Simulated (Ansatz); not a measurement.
## BeS: zone-centre modes

Computed with DFT PBE, scalar-relativistic, plane waves, PAW (Ansatz). The runs took a 420 eV cutoff, a Γ-centred 8×8×8 mesh and Gaussian smearing (0.05 eV). No spin polarisation.

Reference structure (relaxed at this level):

```
Be S
1.0
     0.00000    2.43792    2.43792
     2.43792    0.00000    2.43792
     2.43792    2.43792    0.00000
Be S
1 1
Direct
  0.00000 0.00000 0.00000
  0.75000 0.75000 0.75000
```

Harmonic modes by finite displacements of 0.02 Å, without the LO–TO term.

At this geometry, is the structure stable against these modes?

Yes: no mode is imaginary beyond 10 cm⁻¹, and only the three translations lie near zero.

List the wavenumbers in cm⁻¹.

0, 0, 0, 558, 558, 558.

Cost: 1 run of about 0.074 core-minutes, on Arm Neoverse V2 (shared hosts).